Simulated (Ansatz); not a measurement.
W, DFT, PBE, all-electron LAPW, scalar-relativistic (Ansatz 0.2.0), run on 1 thread of Arm Neoverse V2 on a shared host.

The geometry is COD entry 1534935, unchecked; take it as a test cell. The listed cell was then made from it by scaling, straining or moving an atom.

Command: `ansatz run input.yaml --threads 1 --pin off --max-ram 2048MiB --backend cpu --events-out ev --progress --plain --runs-dir out`

```yaml
crystal:
  lattice:
    - [0.0, 2.0129403699, 2.0129403699]
    - [2.0129403699, 0.0, 2.0129403699]
    - [2.0129403699, 2.0129403699, 0.0]
  atoms:
    - { symbol: W, position: [0.0, 0.0, 0.0] }
kpoints:
  mp_grid: { grid: [14, 14, 14] }
scf:
  occupations: { method: fermi_dirac, width: 0.05 }
hamiltonian:
  xc: pbe
  pseudopotentials: { kind: all_electron, lapw: { basis_error: 0.00025 } }
output:
  forces: true
  stress: true
  eigenvalues: true
```

Q: How large is the problem that the program sets up?

A: 104 irreducible k-points, 181 plane waves at Γ, 27 bands.

Q: About how long does it take, and how much memory does it use?

A: 17 s of wall time for 8 SCF iterations, with a peak of 0.36 GiB. Times on shared machines scatter by tens of per cent.
